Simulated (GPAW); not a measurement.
# NiO (Fm-3m) in GPAW: further runs

One crystal, NiO, is run at these levels: RPBE+D3(BJ), PBE; tasks: relaxation of cell and atoms, single point.

All numbers are computed with GPAW 26.7.0; they aren't measurements. Logs are shortened: lines on timing, memory, paths and dates and some standing lists are left out, and cuts for length are marked. The log counts tension as positive stress, the text compression.

**1. Starting point**

It takes space group Fm-3m (No. 225, cubic). The conventional cell has a = 4.172 Å, b = 4.172 Å, c = 4.172 Å, α = 90.00°, β = 90.00°, γ = 90.00°. Ni (site symmetry m-3m) is surrounded by 6 O at 2.09 Å. O (site symmetry m-3m) is surrounded by 6 Ni at 2.09 Å.

**2. Relaxation of cell and atoms, RPBE+D3(BJ), collinear spin, ferromagnetic start**

Contents of run.py:

```python
from ase.calculators.mixing import SumCalculator
from ase.filters import FrechetCellFilter
from ase.io import read, write
from ase.optimize import FIRE
from dftd3.ase import DFTD3
from gpaw import GPAW, PW

atoms = read('NiO.xyz')
atoms.set_initial_magnetic_moments([1.0, 0.0])

calc = GPAW(mode=PW(800),
            xc='RPBE',
            kpts={'size': (11, 11, 11), 'gamma': True},
            occupations={'name': 'fermi-dirac', 'width': 0.05},
            nbands=22,
            convergence={'density': 1e-05, 'forces': 0.0001},
            maxiter=150,
            txt='gpaw.txt')
atoms.calc = SumCalculator([calc, DFTD3(method='rpbe', damping='d3bj')])
opt = FIRE(FrechetCellFilter(atoms), trajectory='relax.traj', logfile='-')
done = opt.run(fmax=0.01, steps=100)
calc.write('gs.gpw')
write('result.traj', atoms)
print('Converged:', done)
print('Cell:', atoms.cell.cellpar().round(4))
print('Volume:', round(atoms.get_volume(), 4))
print(atoms.get_scaled_positions().round(5))
```

Contents of NiO.xyz:

```xyz
2
Lattice="0.0000000000 2.0859016414 2.0859016414 2.0859016414 0.0000000000 2.0859016414 2.0859016414 2.0859016414 0.0000000000" Properties=species:S:1:pos:R:3 pbc="T T T"
Ni     0.0000000000      0.0000000000      0.0000000000
O      2.0859016414      2.0859016414      2.0859016414
```

Potentials or basis: the program's PAW data sets (release 1.2.1) made for this functional, pw.

Started as:

```console
$ OMP_NUM_THREADS=1 python run.py
```

gpaw.txt:

```text
__  _  _
 | _ |_)|_||  |
 |__||  | ||/\| - 26.7.0

Input parameters:
  mode=PW(ecut=800.0),
  convergence={'density': 1e-05, 'forces': 0.0001},
  kpts=MonkhorstPack(size=(11, 11, 11), gamma=True),
  maxiter=150,
  nbands=22,
  occupations=Occupations(name='fermi-dirac', width=0.05),
  xc=XC(name='RPBE')

Diagonalizing LCAO Hamiltonian
Converting LCAO to pw mode

              O

       Ni

Atoms  # Å, Bohr magnetons
|   | symbol |        x |        y |        z |    initial magnetic moments |
|---|--------|----------|----------|----------|-----------------------------|
| 0 |     Ni | 0.000000 | 0.000000 | 0.000000 | ( 0.0000,  0.0000,  1.0000) |
| 1 |      O | 2.085902 | 2.085902 | 2.085902 | ( 0.0000,  0.0000,  0.0000) |

Unit cell  # Å
| periodic |        x |        y |        z |  lengths |    angles |
|----------|----------|----------|----------|----------|-----------|
|      yes | 0.000000 | 2.085902 | 2.085902 | 2.949910 | 60.000000 |
|      yes | 2.085902 | 0.000000 | 2.085902 | 2.949910 | 60.000000 |
|      yes | 2.085902 | 2.085902 | 0.000000 | 2.949910 | 60.000000 |

Number of symmetries: 48
Symmetry operations  # r_c * U_cc + t_c -> r_c
|    | kind |            matrix            |
|----|------|------------------------------|
|  0 |  σ   |  1, 0, 0,  1, 0,-1,  1,-1, 0 |
|  1 |  C2  |  1, 0, 0,  1,-1, 0,  1, 0,-1 |
|  2 |  E   |  1, 0, 0,  0, 1, 0,  0, 0, 1 |
|  3 |  σ   |  1, 0, 0,  0, 0, 1,  0, 1, 0 |
|  4 |  C4  |  1, 0,-1,  1, 0, 0,  1,-1, 0 |
|  5 |  S6  |  1, 0,-1,  1,-1, 0,  1, 0, 0 |
|  6 |  σ   |  1, 0,-1,  0, 1,-1,  0, 0,-1 |
|  7 |  C3  |  1, 0,-1,  0, 0,-1,  0, 1,-1 |
|  8 |  S6  |  1,-1, 0,  1, 0, 0,  1, 0,-1 |
|  9 |  C4  |  1,-1, 0,  1, 0,-1,  1, 0, 0 |
| 10 |  C3  |  1,-1, 0,  0,-1, 1,  0,-1, 0 |
| 11 |  σ   |  1,-1, 0,  0,-1, 0,  0,-1, 1 |
| 12 |  σ   |  0, 1, 0,  1, 0, 0,  0, 0, 1 |
| 13 |  C4  |  0, 1, 0,  0, 1,-1, -1, 1, 0 |
[... 243 lines left out ...]
Stress tensor  # eV/Ang^3
|         x |         y |         z |
|-----------|-----------|-----------|
| -0.109399 | -0.000000 | -0.000000 |
| -0.000000 | -0.109399 |  0.000000 |
| -0.000000 |  0.000000 | -0.109399 |

Forces  # eV/Ang
|       x |        y |        z |
|---------|----------|----------|
| 0.00000 | -0.00000 |  0.00000 |  # Ni   0
| 0.00000 | -0.00000 | -0.00000 |  # O    1

Interpolating wave functions to new cell

              O

       Ni

Atoms  # Å, Bohr magnetons
|   | symbol |        x |        y |        z |    initial magnetic moments |
|---|--------|----------|----------|----------|-----------------------------|
| 0 |     Ni | 0.000000 | 0.000000 | 0.000000 | ( 0.0000,  0.0000,  1.5076) |
| 1 |      O | 2.086971 | 2.086971 | 2.086971 | ( 0.0000,  0.0000,  0.2151) |

Unit cell  # Å
| periodic |        x |        y |        z |  lengths |    angles |
|----------|----------|----------|----------|----------|-----------|
|      yes | 0.000000 | 2.086971 | 2.086971 | 2.951423 | 60.000000 |
|      yes | 2.086971 | 0.000000 | 2.086971 | 2.951423 | 60.000000 |
|      yes | 2.086971 | 2.086971 | 0.000000 | 2.951423 | 60.000000 |

Number of symmetries: 48
Symmetry operations  # r_c * U_cc + t_c -> r_c
|    | kind |            matrix            |
|----|------|------------------------------|
|  0 |  σ   |  1, 0, 0,  1, 0,-1,  1,-1, 0 |
|  1 |  C2  |  1, 0, 0,  1,-1, 0,  1, 0,-1 |
|  2 |  E   |  1, 0, 0,  0, 1, 0,  0, 0, 1 |
|  3 |  σ   |  1, 0, 0,  0, 0, 1,  0, 1, 0 |
|  4 |  C4  |  1, 0,-1,  1, 0, 0,  1,-1, 0 |
|  5 |  S6  |  1, 0,-1,  1,-1, 0,  1, 0, 0 |
|  6 |  σ   |  1, 0,-1,  0, 1,-1,  0, 0,-1 |
|  7 |  C3  |  1, 0,-1,  0, 0,-1,  0, 1,-1 |
|  8 |  S6  |  1,-1, 0,  1, 0, 0,  1, 0,-1 |
|  9 |  C4  |  1,-1, 0,  1, 0,-1,  1, 0, 0 |
| 10 |  C3  |  1,-1, 0,  0,-1, 1,  0,-1, 0 |
| 11 |  σ   |  1,-1, 0,  0,-1, 0,  0,-1, 1 |
| 12 |  σ   |  0, 1, 0,  1, 0, 0,  0, 0, 1 |
| 13 |  C4  |  0, 1, 0,  0, 1,-1, -1, 1, 0 |
[... 235 lines left out ...]
Stress tensor  # eV/Ang^3
|         x |         y |         z |
|-----------|-----------|-----------|
| -0.107211 | -0.000000 | -0.000000 |
| -0.000000 | -0.107211 |  0.000000 |
| -0.000000 |  0.000000 | -0.107211 |

Forces  # eV/Ang
|        x |       y |       z |
|----------|---------|---------|
| -0.00000 | 0.00000 | 0.00000 |  # Ni   0
| -0.00000 | 0.00000 | 0.00000 |  # O    1

Interpolating wave functions to new cell

              O

       Ni

Atoms  # Å, Bohr magnetons
|   | symbol |        x |        y |        z |    initial magnetic moments |
|---|--------|----------|----------|----------|-----------------------------|
| 0 |     Ni | 0.000000 | 0.000000 | 0.000000 | ( 0.0000,  0.0000,  1.5099) |
| 1 |      O | 2.088794 | 2.088794 | 2.088794 | ( 0.0000,  0.0000,  0.2155) |

Unit cell  # Å
| periodic |        x |         y |         z |  lengths |    angles |
|----------|----------|-----------|-----------|----------|-----------|
|      yes | 0.000000 |  2.088794 |  2.088794 | 2.954001 | 60.000000 |
|      yes | 2.088794 | -0.000000 |  2.088794 | 2.954001 | 60.000000 |
|      yes | 2.088794 |  2.088794 | -0.000000 | 2.954001 | 60.000000 |

Number of symmetries: 48
Symmetry operations  # r_c * U_cc + t_c -> r_c
|    | kind |            matrix            |
|----|------|------------------------------|
|  0 |  σ   |  1, 0, 0,  1, 0,-1,  1,-1, 0 |
|  1 |  C2  |  1, 0, 0,  1,-1, 0,  1, 0,-1 |
|  2 |  E   |  1, 0, 0,  0, 1, 0,  0, 0, 1 |
|  3 |  σ   |  1, 0, 0,  0, 0, 1,  0, 1, 0 |
|  4 |  C4  |  1, 0,-1,  1, 0, 0,  1,-1, 0 |
|  5 |  S6  |  1, 0,-1,  1,-1, 0,  1, 0, 0 |
|  6 |  σ   |  1, 0,-1,  0, 1,-1,  0, 0,-1 |
|  7 |  C3  |  1, 0,-1,  0, 0,-1,  0, 1,-1 |
|  8 |  S6  |  1,-1, 0,  1, 0, 0,  1, 0,-1 |
|  9 |  C4  |  1,-1, 0,  1, 0,-1,  1, 0, 0 |
| 10 |  C3  |  1,-1, 0,  0,-1, 1,  0,-1, 0 |
| 11 |  σ   |  1,-1, 0,  0,-1, 0,  0,-1, 1 |
| 12 |  σ   |  0, 1, 0,  1, 0, 0,  0, 0, 1 |
| 13 |  C4  |  0, 1, 0,  0, 1,-1, -1, 1, 0 |
[... 520 lines left out ...]
Stress tensor  # eV/Ang^3
|         x |         y |         z |
|-----------|-----------|-----------|
| -0.099408 | -0.000000 | -0.000000 |
| -0.000000 | -0.099408 | -0.000000 |
| -0.000000 | -0.000000 | -0.099408 |

Forces  # eV/Ang
|        x |        y |       z |
|----------|----------|---------|
| -0.00000 | -0.00000 | 0.00000 |  # Ni   0
| -0.00000 | -0.00000 | 0.00000 |  # O    1

Interpolating wave functions to new cell

              O

       Ni

Atoms  # Å, Bohr magnetons
|   | symbol |        x |         y |        z |    initial magnetic moments |
|---|--------|----------|-----------|----------|-----------------------------|
| 0 |     Ni | 0.000000 | -0.000000 | 0.000000 | ( 0.0000,  0.0000,  1.5181) |
| 1 |      O | 2.090740 |  2.090740 | 2.090740 | ( 0.0000,  0.0000,  0.2170) |
[... 259 lines left out ...]
Stress tensor  # eV/Ang^3
|         x |         y |         z |
|-----------|-----------|-----------|
| -0.099601 | -0.000000 |  0.000000 |
| -0.000000 | -0.099601 |  0.000000 |
|  0.000000 |  0.000000 | -0.099601 |

Forces  # eV/Ang
|        x |       y |        z |
|----------|---------|----------|
| -0.00000 | 0.00000 | -0.00000 |  # Ni   0
| -0.00000 | 0.00000 |  0.00000 |  # O    1

Interpolating wave functions to new cell

              O

       Ni

Atoms  # Å, Bohr magnetons
|   | symbol |        x |        y |        z |    initial magnetic moments |
|---|--------|----------|----------|----------|-----------------------------|
| 0 |     Ni | 0.000000 | 0.000000 | 0.000000 | ( 0.0000,  0.0000,  1.5179) |
| 1 |      O | 2.090557 | 2.090557 | 2.090557 | ( 0.0000,  0.0000,  0.2170) |
[... 278 lines left out ...]
Atoms  # Å, Bohr magnetons
|   | symbol |        x |         y |        z |    initial magnetic moments |
|---|--------|----------|-----------|----------|-----------------------------|
| 0 |     Ni | 0.000000 | -0.000000 | 0.000000 | ( 0.0000,  0.0000,  1.5175) |
| 1 |      O | 2.090300 |  2.090300 | 2.090300 | ( 0.0000,  0.0000,  0.2169) |

Unit cell  # Å
| periodic |        x |         y |         z |  lengths |    angles |
|----------|----------|-----------|-----------|----------|-----------|
|      yes | 0.000000 |  2.090300 |  2.090300 | 2.956131 | 60.000000 |
|      yes | 2.090300 | -0.000000 |  2.090300 | 2.956131 | 60.000000 |
|      yes | 2.090300 |  2.090300 | -0.000000 | 2.956131 | 60.000000 |

Number of symmetries: 48
Symmetry operations  # r_c * U_cc + t_c -> r_c
|    | kind |            matrix            |
|----|------|------------------------------|
|  0 |  σ   |  1, 0, 0,  1, 0,-1,  1,-1, 0 |
|  1 |  C2  |  1, 0, 0,  1,-1, 0,  1, 0,-1 |
|  2 |  E   |  1, 0, 0,  0, 1, 0,  0, 0, 1 |
|  3 |  σ   |  1, 0, 0,  0, 0, 1,  0, 1, 0 |
|  4 |  C4  |  1, 0,-1,  1, 0, 0,  1,-1, 0 |
|  5 |  S6  |  1, 0,-1,  1,-1, 0,  1, 0, 0 |
|  6 |  σ   |  1, 0,-1,  0, 1,-1,  0, 0,-1 |
|  7 |  C3  |  1, 0,-1,  0, 0,-1,  0, 1,-1 |
|  8 |  S6  |  1,-1, 0,  1, 0, 0,  1, 0,-1 |
|  9 |  C4  |  1,-1, 0,  1, 0,-1,  1, 0, 0 |
| 10 |  C3  |  1,-1, 0,  0,-1, 1,  0,-1, 0 |
| 11 |  σ   |  1,-1, 0,  0,-1, 0,  0,-1, 1 |
| 12 |  σ   |  0, 1, 0,  1, 0, 0,  0, 0, 1 |
| 13 |  C4  |  0, 1, 0,  0, 1,-1, -1, 1, 0 |
[... 233 lines left out ...]
Stress tensor  # eV/Ang^3
|         x |         y |         z |
|-----------|-----------|-----------|
| -0.100479 | -0.000000 | -0.000000 |
| -0.000000 | -0.100479 |  0.000000 |
| -0.000000 |  0.000000 | -0.100479 |

Forces  # eV/Ang
|        x |        y |       z |
|----------|----------|---------|
|  0.00000 | -0.00000 | 0.00000 |  # Ni   0
| -0.00000 | -0.00000 | 0.00000 |  # O    1

Interpolating wave functions to new cell

              O

       Ni

Atoms  # Å, Bohr magnetons
|   | symbol |        x |         y |        z |    initial magnetic moments |
|---|--------|----------|-----------|----------|-----------------------------|
| 0 |     Ni | 0.000000 | -0.000000 | 0.000000 | ( 0.0000,  0.0000,  1.5170) |
| 1 |      O | 2.089988 |  2.089988 | 2.089988 | ( 0.0000,  0.0000,  0.2168) |
[... 259 lines left out ...]
Stress tensor  # eV/Ang^3
|         x |         y |         z |
|-----------|-----------|-----------|
| -0.101112 | -0.000000 |  0.000000 |
| -0.000000 | -0.101112 |  0.000000 |
|  0.000000 |  0.000000 | -0.101112 |

Forces  # eV/Ang
|        x |       y |        z |
|----------|---------|----------|
|  0.00000 | 0.00000 |  0.00000 |  # Ni   0
| -0.00000 | 0.00000 | -0.00000 |  # O    1

Interpolating wave functions to new cell

              O

       Ni

Atoms  # Å, Bohr magnetons
|   | symbol |         x |         y |        z |    initial magnetic moments |
|---|--------|-----------|-----------|----------|-----------------------------|
| 0 |     Ni | -0.000000 | -0.000000 | 0.000000 | ( 0.0000,  0.0000,  1.5163) |
| 1 |      O |  2.089642 |  2.089642 | 2.089642 | ( 0.0000,  0.0000,  0.2167) |

Unit cell  # Å
| periodic |        x |        y |         z |  lengths |    angles |
|----------|----------|----------|-----------|----------|-----------|
|      yes | 0.000000 | 2.089642 |  2.089642 | 2.955200 | 60.000000 |
|      yes | 2.089642 | 0.000000 |  2.089642 | 2.955200 | 60.000000 |
|      yes | 2.089642 | 2.089642 | -0.000000 | 2.955200 | 60.000000 |

Number of symmetries: 48
Symmetry operations  # r_c * U_cc + t_c -> r_c
|    | kind |            matrix            |
|----|------|------------------------------|
|  0 |  σ   |  1, 0, 0,  1, 0,-1,  1,-1, 0 |
|  1 |  C2  |  1, 0, 0,  1,-1, 0,  1, 0,-1 |
|  2 |  E   |  1, 0, 0,  0, 1, 0,  0, 0, 1 |
|  3 |  σ   |  1, 0, 0,  0, 0, 1,  0, 1, 0 |
|  4 |  C4  |  1, 0,-1,  1, 0, 0,  1,-1, 0 |
|  5 |  S6  |  1, 0,-1,  1,-1, 0,  1, 0, 0 |
|  6 |  σ   |  1, 0,-1,  0, 1,-1,  0, 0,-1 |
|  7 |  C3  |  1, 0,-1,  0, 0,-1,  0, 1,-1 |
[... 239 lines left out ...]
Stress tensor  # eV/Ang^3
|         x |         y |         z |
|-----------|-----------|-----------|
| -0.101804 | -0.000000 | -0.000000 |
| -0.000000 | -0.101804 |  0.000000 |
| -0.000000 |  0.000000 | -0.101804 |

Forces  # eV/Ang
|       x |        y |        z |
|---------|----------|----------|
| 0.00000 |  0.00000 | -0.00000 |  # Ni   0
| 0.00000 | -0.00000 | -0.00000 |  # O    1

# Writing to gs.gpw (mode='')
```

Run time: 5.1 min. Hardware: 1 thread of Arm Neoverse V1, shared host; peak memory 0.38 GiB.

Results:

- Free energy: -14.7279 eV
- Relaxed volume: 9.12 Å³/atom
- Relaxed cell: a = 2.955 Å, b = 2.955 Å, c = 2.955 Å, α = 60.00°, β = 60.00°, γ = 60.00°
- Space group after relaxing (to 0.05 Å): Fm-3m (No. 225)
- Energy gained by relaxing: 0.4 meV/atom
- Ionic steps: 9
- Pressure after relaxing: -0.1 GPa
- Band gap on the k mesh: none (metal or under the smearing width)
- Net moment: 1.82 μB per cell
- Site moments: Ni +1.52; O +0.22 μB
- Dispersion energy per atom: -1.130 eV

Step by step:
```tsv
step	energy change (eV)	largest force (eV/Å)	pressure (GPa)	volume (Å³)
1	0.0000	0.0000	1.81	18.15
2	-0.0003	0.0000	1.27	18.18
3	-0.0007	0.0000	0.36	18.23
4	-0.0007	0.0000	-0.63	18.28
5	-0.0008	0.0000	-0.59	18.28
6	-0.0007	0.0000	-0.50	18.27
7	-0.0008	0.0000	-0.38	18.27
8	-0.0008	0.0000	-0.22	18.26
9	-0.0008	0.0000	-0.05	18.25
```

Final structure:
```xyz
2
Lattice="0.0000 2.0896 2.0896 2.0896 0.0000 2.0896 2.0896 2.0896 0.0000" Properties=species:S:1:pos:R:3 pbc="T T T"
Ni    0.0000    0.0000    0.0000
O     2.0896    2.0896    2.0896
```

Caveat: each step starts from the last one's moments, so a moment once lost doesn't come back; the stock nickel data set gives pressures a few GPa off other programs; later steps reuse the first step's grids; a cell with one magnetic atom can't hold antiferromagnetic order, which such compounds often take; semilocal functionals often make such compounds metallic where correlation or magnetic order opens a gap, which also shifts bond lengths; pairwise dispersion overbinds metals, which lowers pressure and volume. Zero-point motion and thermal expansion aren't in these numbers.

**3. Single point, PBE, collinear spin, ferromagnetic start**

Contents of run.py:

```python
from ase.dft.bandgap import bandgap
from ase.io import read, write
from ase.units import GPa
from gpaw import GPAW, PW

atoms = read('NiO.xyz')
atoms.set_initial_magnetic_moments([1.0, 0.0])

calc = GPAW(mode=PW(800),
            xc='PBE',
            kpts={'size': (11, 11, 11), 'gamma': True},
            occupations={'name': 'methfessel-paxton', 'order': 0, 'width': 0.027000000000000003},
            nbands=22,
            convergence={'density': 1e-05, 'energy': 1e-05},
            maxiter=150,
            txt='gpaw.txt')
atoms.calc = calc
energy = atoms.get_potential_energy()
forces = atoms.get_forces()
stress = atoms.get_stress()
calc.write('gs.gpw')
write('result.traj', atoms)
print(f'Energy: {energy:.6f} eV')
print('Forces (eV/A):')
print(forces.round(4))
print('Stress (GPa):', (stress / GPa).round(3))
print('Moments:', calc.get_magnetic_moments().round(3))
print('Fermi level:', round(calc.get_fermi_level(), 4), 'eV')
print(f'Gap: {bandgap(calc)[0]:.4f} eV, direct: {bandgap(calc, direct=True)[0]:.4f} eV')
```

NiO.xyz is that of step 2.

Potentials or basis: GPAW PAW data sets (gpaw-data 1.2.1), pw.

Started as:

```console
$ OMP_NUM_THREADS=1 python run.py
```

It took 80 s on 1 thread of Arm Neoverse V1, shared host; peak memory 0.19 GiB.

It converged, with:

```yaml
Free_energy: -13.3293 eV
Pressure: 10.2 GPa
Band_gap_on_the_k_mesh: none (metal or under the smearing width)
Net_moment: 1.78 μB per cell
Site_moments: Ni +1.48; O +0.21 μB
```

Levels at points of the mesh, in eV from the Fermi level:
Spin up:
```csv
k point,band 9,band 10,band 11,band 12,band 13,band 14,band 15,band 16
"(0.00, 0.00, 0.00)",-3.14,-2.70,-2.70,-2.70,1.36,17.63,18.75,18.75
```
Spin down:
```csv
k point,band 6,band 7,band 8,band 9,band 10,band 11,band 12,band 13,band 14,band 15
"(0.00, 0.00, 0.00)",-2.63,-2.63,-1.87,-1.87,-1.87,-0.58,-0.58,1.71,17.55,18.99
```

Caveat: the stock nickel data set gives pressures a few GPa off other programs; a cell with one magnetic atom can't hold antiferromagnetic order, which such compounds often take; semilocal functionals often make such compounds metallic where correlation or magnetic order opens a gap, which also shifts bond lengths.

(Continued in part 2 of 2.)
